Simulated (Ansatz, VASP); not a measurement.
**One calculation of CuAu, two programs**

INCAR

```
PREC = Accurate
ENCUT = 520
EDIFF = 1E-6
ISMEAR = -1
SIGMA = 0.05
LREAL = False
LASPH = True
NELM = 100
ALGO = Normal
ISIF = 2
LWAVE = False
LCHARG = False
GGA = PE
NBANDS = 18
```

The input KPOINTS:

```
regular mesh
0
Gamma
  13 13 10
```

File POSCAR:

```
CuAu
1.0
    2.8000000000      0.0000000000      0.0000000000
    0.0000000000      2.8000000000      0.0000000000
    0.0000000000      0.0000000000      3.6700000000
Cu Au
1 1
Direct
    0.5000000000      0.5000000000      0.5000000000
    0.0000000000      0.0000000000      0.0000000000
```

Input for Ansatz:

```yaml
crystal:
  lattice:
    - [2.8, 0.0, 0.0]
    - [0.0, 2.8, 0.0]
    - [0.0, 0.0, 3.67]
  atoms:
    - { symbol: Cu, position: [0.5, 0.5, 0.5] }
    - { symbol: Au, position: [0.0, 0.0, 0.0] }
kpoints:
  mp_grid: { grid: [13, 13, 10] }
  band_path:
    path:
      - [0.0, 0.0, 0.0]
      - [0.0, 0.5, 0.0]
      - [0.5, 0.5, 0.0]
      - [0.0, 0.0, 0.0]
      - [0.0, 0.0, 0.5]
      - [0.0, 0.5, 0.5]
      - [0.5, 0.5, 0.5]
      - [0.0, 0.0, 0.5]
      - [0.0, 0.5, 0.0]
    npoints: 8
scf:
  occupations: { method: fermi_dirac, width: 0.05 }
hamiltonian:
  xc: pbe
  pseudopotentials: { kind: all_electron, lapw: { basis_error: 0.00025 } }
output:
  forces: true
  stress: true
  eigenvalues: true
  fatbands: true
  populations: true
  dos: { projected: true, de: 0.2, e_range: [-14, 8] }
```

Alike in both runs: task single point; functional PBE; k mesh 13 × 13 × 10; occupations fermi-dirac, width 0.05 eV; no spin polarisation.

```csv
,VASP,Ansatz
version,VASP 6.6.1,Ansatz 0.2.0
potentials or method,"VASP PAW PBE potentials, release 64 (Cu, Au)","all-electron LAPW, scalar-relativistic"
plane-wave cutoff (eV),520,see its input
```

```csv
,VASP,Ansatz,Ansatz less VASP
pressure (GPa),6.6,6.6,+0.06
largest component of the traceless stress (GPa),0.12,0.05,-0.064
```

Ansatz ran all-electron here, so the differences hold the error of VASP's frozen core and of both bases.

Spin-orbit coupling is left out, which matters for the levels of Au.
